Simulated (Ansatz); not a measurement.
# GaCuSe2 (I-42d) in Ansatz: reference runs

Aim: a first look at GaCuSe2 with PBEsol, on the cell as given and on a disturbed one.

All numbers are computed with Ansatz 0.2.0; they aren't measurements. Logs are shortened: lines on timing, memory, paths and dates and some standing lists are left out, and cuts for length are marked.

**What was measured.**

From “Growth and anisotropy of transport properties of CuGaSe2 single crystals”, 2018, pmc:6251020, for a bulk crystal of GaCuSe2: band gap 1.72 eV.

The runs below are set against these values where they give the same quantity.

### Step 1. The crystal as given

It takes space group I-42d (No. 122, tetragonal). Conventional cell: a = 5.619 Å, b = 5.619 Å, c = 11.026 Å, α = 90.00°, β = 90.00°, γ = 90.00°. Around Se (site symmetry 2) lie 2 Ga at 2.42 Å and 2 Cu at 2.42 Å. Ga (site symmetry -4) is surrounded by 4 Se at 2.42 Å. Cu (site symmetry -4) is surrounded by 4 Se at 2.42 Å.

### Step 2. Single point, PBEsol

The input, input.yaml:

```yaml
crystal:
  lattice:
    - [-2.80955, 2.80955, 5.513]
    - [2.80955, -2.80955, 5.513]
    - [2.80955, 2.80955, -5.513]
  atoms:
    - { symbol: Se, position: [0.12562, 0.625, 0.00062] }
    - { symbol: Se, position: [0.875, 0.87438, 0.49938] }
    - { symbol: Se, position: [0.62438, 0.125, 0.99938] }
    - { symbol: Se, position: [0.375, 0.37562, 0.50062] }
    - { symbol: Ga, position: [0.25, 0.75, 0.5] }
    - { symbol: Ga, position: [0.5, 0.5, 0.0] }
    - { symbol: Cu, position: [0.75, 0.25, 0.5] }
    - { symbol: Cu, position: [0.0, 0.0, 0.0] }
hamiltonian:
  xc: pbesol
  pseudopotentials: { kind: paw }
kpoints:
  mp_grid: { grid: [7, 7, 7] }
scf:
  occupations: { method: fermi_dirac, width: 0.05 }
output:
  forces: true
  stress: true
  eigenvalues: true
  write_density: true
  write_potential: true
  elf: true
  volumetric_format: npy
```

Potentials or basis: Ansatz PAW.

Launch:

```bash
$ ansatz run input.yaml --threads 4 --pin off --max-ram 11264MiB --backend cpu --events-out ev --progress --plain --runs-dir out
```

Standard output:

```text
Warning: RAYON_NUM_THREADS=4 ignored (pool sized by the plan → 4); use --threads N
Engine: ansatz 0.2.0, x86_64-unknown-linux-gnu
Pseudopotentials: kind: paw
Pseudopotential: Se, paw, valence charge 16, recommended cutoff 420 eV (normal), Se.paw.azcp
Pseudopotential: Ga, paw, valence charge 13, recommended cutoff 420 eV (normal), Ga.paw.azcp
Pseudopotential: Cu, paw, valence charge 19, recommended cutoff 420 eV (normal), Cu.paw.azcp
Functional definition: PBEsol
  exchange = pbesol_x
  correlation = pbesol_c
Crystal: 8 atoms, lattice volume = 174.069 Å³
Basis set: ecut = 420 eV, 3451 PW (Γ), exchange–correlation on 96×96×96 points (8 copies of the dense FFT grid, shifted against one another)
Bands: 77, of which v1, the nominal top of the filled ones, is band 64 counted from 1 (63 counted from 0)
Symmetry: 8 space group operations
Space group: I-42d (ITA 122), of the structure as read, at distance tolerance 5.6e-5 Å
k-points: 40 of 343 (time reversal used)
Non-local potential: Se, projectors of the file, l = 0: 2, l = 1: 2, l = 2: 3, l = 3: 1
Non-local potential: Ga, projectors of the file, l = 0: 2, l = 1: 2, l = 2: 3, l = 3: 1
Non-local potential: Cu, projectors of the file, l = 0: 3, l = 1: 2, l = 2: 3, l = 3: 1
PAW form: soft (Blöchl's): semilocal exchange-correlation on the pseudo side does not see the compensation charge
PAW frozen core: Se, regenerated for the run's functional, and the local potential with it (the file was generated under x = pbe(κ = 0.804, μ = 0.2195149727645171), c = pbe(β = 0.06672455060314922))
PAW frozen core: Ga, regenerated for the run's functional, and the local potential with it (the file was generated under x = pbe(κ = 0.804, μ = 0.2195149727645171), c = pbe(β = 0.06672455060314922))
PAW frozen core: Cu, regenerated for the run's functional, and the local potential with it (the file was generated under x = pbe(κ = 0.804, μ = 0.2195149727645171), c = pbe(β = 0.06672455060314922))
PAW one-centre angular grid: Se, 590 points (default); XC on 64 Gauss nodes
PAW one-centre angular grid: Ga, 590 points (default); XC on 64 Gauss nodes
PAW one-centre angular grid: Cu, 590 points (default); XC on 64 Gauss nodes
Initial density: superposition of atomic densities (neutral atoms: chi_scale 0, normalization atom), corrected by the library's trained network
Initial wavefunctions: pseudopotential atomic-orbital guess
Functional: x = pbesol(κ = 0.804, μ = 0.12345679012345678), c = pbesol(β = 0.046)
SCF iter   1: F=—  HF=-42364.392813 eV  |F-HF|=—  |Δ(HF+E_count)|=         —  Δρ=8.92e-3  dr2=9.41e-2  ethr=1.77e-3  ⟨swp⟩=6.0  Hψ=10821  notcnv=0  defer=5
preconditioner: auto → Resta (q_TF=auto, 2.592 Å⁻¹)  ε∞=4.9  [insulator: Δε(μ)=0.847 eV  Ē_g=12.142 eV  σ=0.050 eV  W_gap=0.51  n_scr=60 (ndim 8)  ℏωp=23.9 eV  f_vac=0.126  D(μ)=0.08/eV (n_scr^D=0)  ε∞_Penn≈4.9]
SCF iter   2: F=—  HF=-42364.395724 eV  |F-HF|=—  |Δ(HF+E_count)|=   2.91e-3  Δρ=8.72e-3  dr2=8.61e-2  ethr=7.35e-5  ⟨swp⟩=2.0  Hψ=6403  notcnv=0  defer=237
SCF iter   3: F=—  HF=-42364.375143 eV  |F-HF|=—  |Δ(HF+E_count)|=   2.06e-2  Δρ=1.79e-3  dr2=4.67e-3  ethr=6.73e-5  ⟨swp⟩=2.0  Hψ=5606  notcnv=0  defer=237
SCF iter   4: F=—  HF=-42364.374425 eV  |F-HF|=—  |Δ(HF+E_count)|=   7.18e-4  Δρ=3.94e-4  dr2=3.76e-4  ethr=3.65e-6  ⟨swp⟩=2.0  Hψ=3642  notcnv=0  defer=237
SCF iter   5: F=—  HF=-42364.374451 eV  |F-HF|=—  |Δ(HF+E_count)|=   2.56e-5  Δρ=2.28e-4  dr2=6.91e-5  ethr=2.93e-7  ⟨swp⟩=2.0  Hψ=4283  notcnv=0  defer=237
SCF iter   6: F=—  HF=-42364.374413 eV  |F-HF|=—  |Δ(HF+E_count)|=   3.79e-5  Δρ=7.63e-5  dr2=9.95e-6  ethr=5.40e-8  ⟨swp⟩=2.0  Hψ=4284  notcnv=0  defer=237
SCF iter   7: F=—  HF=-42364.374412 eV  |F-HF|=—  |Δ(HF+E_count)|=   5.94e-7  Δρ=3.42e-5  dr2=1.89e-6  ethr=7.77e-9  ⟨swp⟩=3.0  Hψ=5111  notcnv=0  defer=237
SCF iter   8: F=—  HF=-42364.374414 eV  |F-HF|=—  |Δ(HF+E_count)|=   1.18e-6  Δρ=9.97e-6  dr2=2.18e-7  ethr=1.48e-9  ⟨swp⟩=2.2  Hψ=4094  notcnv=0  defer=237
SCF iter   9: F=-42364.374414 eV  HF=-42364.374414 eV  |F-HF|=3.80e-9  |Δ(HF+E_count)|=   3.52e-8  Δρ=1.96e-6  dr2=3.69e-9  ethr=7.81e-11  ⟨swp⟩=13.1  Hψ=23629  notcnv=0
SCF 1 converged in 9 iterations: F = -42364.374414 eV  dr2 = 3.69e-9
  Residual-converged pass: ⟨swp⟩=1.0  Hψ=3250  notcnv=0  max |occ|·‖R‖ = 7.0e-9 eV (tolerance 1.0e-8 eV)  dr2=3.69e-9  dr2_onsite=9.43e-9  max |Δocc| = 3.4e-12
SCF converged after 9 iterations
Free energy (F): -42364.374414 eV
Harris-Foulkes:  -42364.374414 eV  (|F-HF|=3.80e-9)
Internal energy: -42364.373833 eV  (E = F + TS)
E sigma→0 (E₀):  -42364.374123 eV
Entropy (-TS):   -0.000581 eV (-0.073 meV/atom)
Fermi energy:    8.780513 eV
--- Per-component energies (eV) ---
  E_band       = -2635.888413
  E_kinetic    = 1307.212183
  E_local      = -24911.345717  (includes V_loc(G=0)·N_el)
  E_nonlocal   = -714.056332
  E_hartree    = 11651.087536
  E_xc         = -725.404574
  E_vxc        = -735.594471  (∫ρ·V_xc dr)
  E_paw        = -14641.931816  (= ΣΔE_a)
  E_vpaw       = -884.271116  (= ΣTr[D̂ρ^β])
  E_aug_tail   = -0.002092  (compensation charges beyond the density's cutoff)
  E_ewald      = -14336.105182
  E_core_change = 6.172162  (= ΣΔE_core)
  E_smearing   = -0.000581  (= −TS)
  E_closure    = 0.000000  (closes the sum)
  Σ components = -42364.374414   (vs F -42364.374414, Δ=0.00e0)
--- Forces (eV/Å), atoms counted from 1 ---
  atom   1  Se     0.00000000    -0.43288508     0.00000000
  atom   2  Se     0.43288508    -0.00000000    -0.00000000
  atom   3  Se    -0.00000000     0.43288508    -0.00000000
  atom   4  Se    -0.43288508     0.00000000    -0.00000000
  atom   5  Ga     0.00000000    -0.00000000     0.00000000
  atom   6  Ga     0.00000000     0.00000000     0.00000000
  atom   7  Cu     0.00000000     0.00000000     0.00000000
  atom   8  Cu     0.00000000    -0.00000000     0.00000000
  max |Σ_I F_I| component: 5.03e-17 eV/Å
--- Stress (GPa, compression-positive) ---
       -0.761716       0.000000       0.000000
        0.000000      -0.761716      -0.000000
        0.000000      -0.000000      -0.515032
  P = ⅓ Tr σ = -0.6795 GPa (-6.795 kbar)
--- Band table (eV; the first three rows and the last of 40) ---
  k-point 0: bands = ["-102.7310", "-102.7310", "-60.2974", "-60.2973", "-60.2758", "-60.2758", "-60.2757", "-60.2757", "-39.4122", "-39.4121", "-39.4121", "-39.4121", "-39.4102", "-39.4100", "-39.4098", "-39.4098", "-39.3550", "-39.3549", "-39.3548", "-39.3548", "-39.3250", "-39.3248", "-39.3246", "-39.3246", "-39.3132", "-39.3131", "-39.3131", "-39.3131", "-6.8910", "-6.8910", "-6.8904", "-6.7302", "-6.7153", "-6.7153", "-6.6688", "-6.6635", "-6.6596", "-6.6478", "-5.9678", "-4.3288", "-4.3288", "-4.3104", "0.9043", "2.3260", "3.6847", "4.0139", "4.0328", "4.3404", "4.3404", "5.1369", "5.1369", "5.4760", "5.4760", "5.5387", "6.5574", "6.5817", "6.6822", "6.9610", "7.0002", "7.0002", "7.1055", "8.5408", "8.5408", "8.6691", "8.8295", "10.4788", "10.8977", "12.6213", "12.6213", "12.9754", "13.4013", "13.4228", "13.4228", "13.7137", "15.1446", "15.1446", "15.3430"]
  k-point 1: bands = ["-102.7310", "-102.7309", "-60.2974", "-60.2973", "-60.2758", "-60.2758", "-60.2757", "-60.2757", "-39.4122", "-39.4121", "-39.4121", "-39.4121", "-39.4102", "-39.4100", "-39.4098", "-39.4098", "-39.3550", "-39.3549", "-39.3548", "-39.3548", "-39.3250", "-39.3248", "-39.3246", "-39.3246", "-39.3132", "-39.3131", "-39.3131", "-39.3131", "-6.8967", "-6.8935", "-6.8848", "-6.7338", "-6.7278", "-6.7165", "-6.6676", "-6.6624", "-6.6595", "-6.6483", "-5.8450", "-4.4165", "-4.3972", "-4.3120", "0.9949", "2.2453", "3.5193", "3.9427", "4.1304", "4.3151", "4.7212", "5.1332", "5.1419", "5.2223", "5.4851", "5.6081", "6.5997", "6.6460", "6.7251", "6.8102", "6.9248", "7.1896", "7.1978", "7.6427", "8.3845", "8.4867", "9.8336", "10.7484", "11.5209", "12.3774", "12.5279", "12.8869", "13.2383", "13.3808", "13.6797", "14.1004", "14.8120", "15.1231", "16.4858"]
  k-point 2: bands = ["-102.7310", "-102.7309", "-60.2974", "-60.2973", "-60.2757", "-60.2757", "-60.2757", "-60.2757", "-39.4122", "-39.4121", "-39.4121", "-39.4121", "-39.4101", "-39.4100", "-39.4099", "-39.4099", "-39.3550", "-39.3549", "-39.3549", "-39.3549", "-39.3249", "-39.3247", "-39.3247", "-39.3247", "-39.3132", "-39.3132", "-39.3131", "-39.3131", "-6.9063", "-6.8988", "-6.8690", "-6.7670", "-6.7275", "-6.7192", "-6.6648", "-6.6598", "-6.6595", "-6.6500", "-5.5274", "-4.6119", "-4.5327", "-4.3595", "1.1571", "1.9409", "3.3393", "3.8307", "3.8953", "4.7599", "4.9469", "5.0948", "5.2089", "5.3269", "5.5257", "5.6258", "6.6740", "6.7311", "6.7672", "6.8185", "7.0550", "7.1843", "7.4096", "7.4144", "7.9661", "8.3414", "10.4072", "10.8005", "11.7474", "12.1315", "12.8748", "13.0706", "13.2387", "13.7095", "14.0888", "14.1769", "15.1543", "15.3792", "16.1853"]
  k-point 39: bands = ["-102.7309", "-102.7309", "-60.2973", "-60.2973", "-60.2758", "-60.2758", "-60.2757", "-60.2757", "-39.4121", "-39.4121", "-39.4121", "-39.4121", "-39.4101", "-39.4101", "-39.4098", "-39.4098", "-39.3549", "-39.3549", "-39.3548", "-39.3548", "-39.3249", "-39.3249", "-39.3246", "-39.3246", "-39.3132", "-39.3132", "-39.3131", "-39.3131", "-6.8990", "-6.8942", "-6.8389", "-6.8291", "-6.7099", "-6.7071", "-6.6703", "-6.6698", "-6.6503", "-6.6501", "-5.2008", "-5.1826", "-4.4353", "-4.3485", "1.6097", "1.7108", "3.9857", "4.0326", "4.5769", "4.8630", "4.9437", "4.9560", "5.0883", "5.2400", "5.3828", "5.3873", "6.5254", "6.6172", "6.7149", "6.7394", "7.1797", "7.3368", "7.3761", "7.6230", "7.6429", "7.8199", "10.4431", "10.6796", "10.7189", "10.8746", "11.7820", "11.7846", "12.5396", "12.6361", "14.7251", "14.9389", "15.2657", "15.6696", "16.6914"]
```

Wall time 17 s (4 threads of Intel Xeon Platinum 8375C at 2.90GHz (Ice Lake), shared host); peak memory 0.88 GiB.

Results:

```
Free energy            : -42364.3744 eV
Pressure               : -0.7 GPa
Largest force          : 0.433 eV/Å
Band gap on the k mesh : 0.16 eV, direct
```

Forces on the atoms (eV/Å):
```
Se   0.000 -0.433  0.000
Se   0.433  0.000  0.000
Se   0.000  0.433  0.000
Se  -0.433  0.000  0.000
Ga   0.000  0.000  0.000
Ga   0.000  0.000  0.000
Cu   0.000  0.000  0.000
Cu   0.000  0.000  0.000
```

Stress tensor (GPa, compression positive):
```
-0.76  0.00  0.00
 0.00 -0.76  0.00
 0.00  0.00 -0.52
```

Caveat: odd divisions of the mesh miss points on the zone boundary, where band edges often lie, so the gap on the mesh can be too wide; the PAW data sets come from PBE, with cores solved anew for the run's functional, which leaves a small shift of forces and pressure.

(Part 1 of 2 ends here.)
